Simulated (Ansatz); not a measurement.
# Hf: which structure wins, scalar-relativistic, part 2 of 2

Which of fcc, bcc, hcp is lowest for Hf, scalar-relativistic? Methods of the runs shown: PAW and LAPW.

Ansatz 0.2.0; DFT PBE; a cell built from a prototype (fcc type), not taken from measurement.

## (5) Bcc relaxed, LAPW

Contents of input.yaml:

```yaml
crystal:
  lattice:
    - [-1.7726572724, 1.7726572724, 1.7726572724]
    - [1.7726572724, -1.7726572724, 1.7726572724]
    - [1.7726572724, 1.7726572724, -1.7726572724]
  atoms:
    - { symbol: Hf, position: [0.0, 0.0, 0.0] }
kpoints:
  mp_grid: { grid: [16, 16, 16] }
scf:
  occupations: { method: fermi_dirac, width: 0.05 }
hamiltonian:
  xc: pbe
  pseudopotentials: { kind: all_electron, lapw: { basis_error: 0.0005 } }
output:
  forces: true
  stress: true
  eigenvalues: true
  populations: true
relax:
  f_tol: 0.005
  max_steps: 25
  cell: {}
```

Started as:

```
> ansatz run input.yaml --threads 1 --pin off --max-ram 3072MiB --backend cpu --events-out ev --progress --plain --runs-dir out
```

The program printed (excerpt; [...] marks lines left out):

```text
[...]
Hf: projections on atomic orbitals take those of the free atom 1s2 2s2 2p6 3s2 3p6 3d10 4s2 4p6 4d10 4f14 5s2 5p6 5d2 6s2, of charge +0.00 (hamiltonian.pseudopotentials.projection_atoms)
LAPW: plane waves up to 8.290 Å⁻¹, error target 5.0e-4 eV per atom; small_component_spin mean_spin; Hf in spheres of 1.489 Å, 42 of its electrons in bands, Dirac shells []
[...]
Pseudopotentials: kind: all_electron
Pseudopotential: Hf, LAPW, valence charge 42, Koelling and Harmon's equation, gaussian nucleus
Functional definition: PBE
[...]
Crystal: 1 atoms, lattice volume = 22.281 Å³
Basis set: ecut = 261.83527549944193 eV, 201 PW (Γ), exchange–correlation at level 2
Bands: 26, of which v1, the nominal top of the filled ones, is band 21 counted from 1 (20 counted from 0)
Symmetry: 48 space group operations
Space group: Im-3m (ITA 229), of the structure as read, at distance tolerance 2.8e-5 Å
[...]
Fermi energy:    19.964316 eV
[...]
--- Forces (eV/Å), atoms counted from 1 ---
  atom   1  Hf    -0.00000000     0.00000000    -0.00000000
[...]
--- Stress (GPa, compression-positive) ---
       -0.002970      -0.000000       0.000000
       -0.000000      -0.002970       0.000000
        0.000000       0.000000      -0.002970
  P = ⅓ Tr σ = -0.0030 GPa (-0.030 kbar)
--- Band table (eV; the first three rows and the last of 145) ---
[... band rows left out ...]
[...]
--- Relaxed structure (1 steps of the walk, 1 accepted, 1 SCFs on fresh bases) ---
  F+E_penalty+E_count = -410250.07455882 eV   max|allowed force component| = 0.000e0 eV/Å   (the final SCF, on the basis selected at the relaxed cell)
  cell:  # Å, volume = 22.2810 Å³
    - [-1.7726572724, 1.7726572724, 1.7726572724]
    - [1.7726572724, -1.7726572724, 1.7726572724]
    - [1.7726572724, 1.7726572724, -1.7726572724]
  atoms:
    - { symbol: Hf, position: [0.0, 0.0, 0.0] }
--- Löwdin populations: 1 site ---
  site symbol       q [e]
     0     Hf     71.9376
  spilling = 0.000867 (of n_electrons = 72.000000)
```

Wall time 52 s (1 thread of Arm Neoverse N1, shared host); peak memory 0.4 GiB.

Relaxation path:

| step | energy from step 1 (eV/cell) | largest force component (eV/Å) | pressure (GPa) | volume (Å³) |
| --- | --- | --- | --- | --- |
| 1 | 0.0000 | 0.0000 | 0.00 | 22.28 |
| 2 | 0.0000 | 0.0000 | 0.00 | 22.28 |

Step 1 is the start. Step 2 repeats the geometry before on a plane-wave basis chosen anew for that cell, so the energy can jump there without any move; the table keeps such jumps.

| input's cell | before | after | change |
| --- | --- | --- | --- |
| a (Å) | 3.070 | 3.070 | -0.0 % |
| b (Å) | 3.070 | 3.070 | -0.0 % |
| c (Å) | 3.070 | 3.070 | -0.0 % |
| volume (Å³/atom) | 22.28 | 22.28 | -0.0 % |

Read from it: pressure 0.00 GPa; no gap.

## (6) Hcp relaxed, PAW

Contents of input.yaml:

```yaml
crystal:
  lattice:
    - [3.1801497063, 0.0, 0.0]
    - [-1.5900748532, 2.7540904335, 0.0]
    - [0.0, 0.0, 5.1518425242]
  atoms:
    - { symbol: Hf, position: [0.3333333333, 0.6666666667, 0.25] }
    - { symbol: Hf, position: [0.6666666667, 0.3333333333, 0.75] }
kpoints:
  mp_grid: { grid: [15, 15, 8] }
scf:
  occupations: { method: fermi_dirac, width: 0.05 }
hamiltonian:
  xc: pbe
  pseudopotentials: { kind: paw }
output:
  forces: true
  stress: true
relax:
  f_tol: 0.005
  max_steps: 40
  cell: {}
```

Started as:

```
> ansatz run input.yaml --threads 1 --pin off --max-ram 3072MiB --backend cpu --events-out ev --progress --plain --runs-dir out
```

The program printed (excerpt; [...] marks lines left out):

```text
[...]
[... 3 set-up lines as earlier in the session ...]
[...]
Crystal: 2 atoms, lattice volume = 45.122 Å³
Basis set: ecut = 420 eV, 881 PW (Γ), exchange–correlation on 48×48×72 points (8 copies of the dense FFT grid, shifted against one another)
Bands: 32, of which v1, the nominal top of the filled ones, is band 26 counted from 1 (25 counted from 0)
Symmetry: 24 space group operations
Space group: P63/mmc (ITA 194), of the structure as read, at distance tolerance 3.6e-5 Å
k-points: 135 of 1800
[...]
SCF iter   1: F=—  HF=-31442.723688 eV  |F-HF|=—  |Δ(HF+E_count)|=         —  Δρ=3.16e-3  dr2=2.49e-3  ethr=1.77e-3  ⟨swp⟩=4.4  Hψ=14277  notcnv=0
[...]
Entropy (-TS):   -0.012364 eV (-6.182 meV/atom)
Fermi energy:    19.751299 eV
[...]
--- Forces (eV/Å), atoms counted from 1 ---
  atom   1  Hf    -0.00000000    -0.00000000     0.00000000
  atom   2  Hf     0.00000000     0.00000000     0.00000000
[...]
--- Stress (GPa, compression-positive) ---
        0.001141      -0.000000       0.000000
       -0.000000       0.001141       0.000000
        0.000000       0.000000      -0.002603
  P = ⅓ Tr σ = -0.0001 GPa (-0.001 kbar)
--- Relaxed structure (5 steps of the walk, 5 accepted, 1 SCFs on fresh bases) ---
  F+E_penalty+E_count = -31442.73081055 eV   max|allowed force component| = 3.701e-17 eV/Å   (the final SCF, on the basis selected at the relaxed cell)
  cell:  # Å, volume = 45.0751 Å³
    - [3.2046382684020966, 2.9089721764606335e-11, 0.0]
    - [-1.6023191342262408, 2.775298150361445, 0.0]
    - [0.0, 0.0, 5.068135396834019]
  atoms:
    - { symbol: Hf, position: [0.3333333333333333, 0.6666666666666667, 0.25] }
    - { symbol: Hf, position: [0.6666666666666665, 0.33333333333333337, 0.7500000000000001] }
```

Wall time 72 s (1 thread of Arm Neoverse N1, shared host); peak memory 0.43 GiB.

Relaxation path:

| step | energy from step 1 (eV/cell) | largest force component (eV/Å) | pressure (GPa) | volume (Å³) |
| --- | --- | --- | --- | --- |
| 1 | 0.0000 | 0.0000 | -0.13 | 45.12 |
| 2 | -0.0060 | 0.0000 | 0.23 | 44.99 |
| 3 | -0.0067 | 0.0000 | -0.12 | 45.12 |
| 4 | -0.0067 | 0.0000 | 0.04 | 45.06 |
| 5 | -0.0067 | 0.0000 | 0.00 | 45.08 |
| 6 | -0.0067 | 0.0000 | 0.00 | 45.08 |

Step 1 is the start. Step 6 repeats the geometry before on a plane-wave basis chosen anew for that cell, so the energy can jump there without any move; the table keeps such jumps.

| input's cell | before | after | change |
| --- | --- | --- | --- |
| a (Å) | 3.180 | 3.205 | +0.8 % |
| b (Å) | 3.180 | 3.205 | +0.8 % |
| c (Å) | 5.152 | 5.068 | -1.6 % |
| volume (Å³/atom) | 22.56 | 22.54 | -0.1 % |

## (7) Hcp relaxed, LAPW

Contents of input.yaml:

```yaml
crystal:
  lattice:
    - [3.2046382684, 0.0, 0.0]
    - [-1.6023191342, 2.7752981504, 0.0]
    - [0.0, 0.0, 5.0681353968]
  atoms:
    - { symbol: Hf, position: [0.3333333333, 0.6666666667, 0.25] }
    - { symbol: Hf, position: [0.6666666667, 0.3333333333, 0.75] }
kpoints:
  mp_grid: { grid: [15, 15, 8] }
scf:
  occupations: { method: fermi_dirac, width: 0.05 }
hamiltonian:
  xc: pbe
  pseudopotentials: { kind: all_electron, lapw: { basis_error: 0.0005 } }
output:
  forces: true
  stress: true
  eigenvalues: true
  populations: true
relax:
  f_tol: 0.005
  max_steps: 25
  cell: {}
```

Started as:

```
> ansatz run input.yaml --threads 1 --pin off --max-ram 3072MiB --backend cpu --events-out ev --progress --plain --runs-dir out
```

The program printed (excerpt; [...] marks lines left out):

```text
[...]
Hf: projections on atomic orbitals take those of the free atom 1s2 2s2 2p6 3s2 3p6 3d10 4s2 4p6 4d10 4f14 5s2 5p6 5d2 6s2, of charge +0.00 (hamiltonian.pseudopotentials.projection_atoms)
LAPW: plane waves up to 8.060 Å⁻¹, error target 5.0e-4 eV per atom; small_component_spin mean_spin; Hf in spheres of 1.522 Å, 36 of its electrons in bands, Dirac shells []
[...]
[... 3 set-up lines as earlier in the session ...]
[...]
Crystal: 2 atoms, lattice volume = 45.075 Å³
Basis set: ecut = 247.52324377312746 eV, 391 PW (Γ), exchange–correlation at level 2
Bands: 44, of which v1, the nominal top of the filled ones, is band 36 counted from 1 (35 counted from 0)
[... 2 set-up lines as earlier in the session ...]
[...]
  atom   2  Hf     0.00000000     0.00000000     0.00000000
[...]
--- Stress (GPa, compression-positive) ---
        0.016113       0.000000       0.000000
        0.000000       0.016113       0.000000
        0.000000       0.000000       0.014170
  P = ⅓ Tr σ = 0.0155 GPa (0.155 kbar)
--- Band table (eV; the first three rows and the last of 135) ---
[...]
--- Relaxed structure (1 steps of the walk, 1 accepted, 1 SCFs on fresh bases) ---
  F+E_penalty+E_count = -820500.49761100 eV   max|allowed force component| = 4.441e-16 eV/Å   (the final SCF, on the basis selected at the relaxed cell)
  cell:  # Å, volume = 45.0751 Å³
    - [3.2046382684149104, 0.0, 0.0]
    - [-1.6023191342074552, 2.775298150387087, 0.0]
    - [0.0, 0.0, 5.0681353968]
  atoms:
    - { symbol: Hf, position: [0.33333333333333326, 0.6666666666666665, 0.25] }
    - { symbol: Hf, position: [0.6666666666666665, 0.33333333333333326, 0.7500000000000001] }
--- Löwdin populations: 2 sites ---
  site symbol       q [e]
     0     Hf     71.9246
     1     Hf     71.9246
  spilling = 0.001047 (of n_electrons = 144.000000)
```

It took 2.6 min on 1 thread of Arm Neoverse N1, shared host; peak memory 0.65 GiB.

Relaxation path:

| step | energy from step 1 (eV/cell) | largest force component (eV/Å) | pressure (GPa) | volume (Å³) |
| --- | --- | --- | --- | --- |
| 1 | 0.0000 | 0.0000 | 0.02 | 45.08 |
| 2 | 0.0000 | 0.0000 | 0.02 | 45.08 |

Step 1 is the start. Step 2 repeats the geometry before on a plane-wave basis chosen anew for that cell, so the energy can jump there without any move; the table keeps such jumps.

| input's cell | before | after | change |
| --- | --- | --- | --- |
| a (Å) | 3.205 | 3.205 | +0.0 % |
| b (Å) | 3.205 | 3.205 | +0.0 % |
| c (Å) | 5.068 | 5.068 | -0.0 % |
| volume (Å³/atom) | 22.54 | 22.54 | +0.0 % |

Read from it: pressure 0.02 GPa; no gap.

## (8) Side by side

Free energy per atom, from each method's lowest phase:

| method | start | space group, start → end | volume (Å³/atom) | pressure (GPa) | free energy (meV/atom) |
| --- | --- | --- | --- | --- | --- |
| LAPW | fcc | Fm-3m → Fm-3m | 22.561 | 0.0 | 70.1 |
| LAPW | bcc | Im-3m → Im-3m | 22.281 | 0.0 | 174.2 |
| LAPW | hcp | P6_3/mmc → P6_3/mmc | 22.538 | 0.0 | 0.0 |
| PAW | fcc | Fm-3m → Fm-3m | 22.561 | 0.0 | 70.0 |
| PAW | bcc | Im-3m → Im-3m | 22.281 | 0.0 | 174.3 |
| PAW | hcp | P6_3/mmc → P6_3/mmc | 22.538 | 0.0 | 0.0 |

## (9) Outcome

The summary covers parts 1 to 2.

```
     quantity                         value
lowest (LAPW)  hcp, 70.1 meV/atom under fcc
 lowest (PAW)  hcp, 70.0 meV/atom under fcc
```

**Reading.** By LAPW the order is hcp < fcc < bcc. By PAW the order is hcp < fcc < bcc. The methods agree on the lowest phase. Only these structures were tried, with electrons smeared by 0.05 eV and without vibrations, so the true ground state may be another. The k meshes differ between phases and weren't tested, which can move differences by some meV. Spin-orbit coupling is left out, though the cell holds Hf; in elements this heavy it can shift bands and gaps by tenths of an eV.
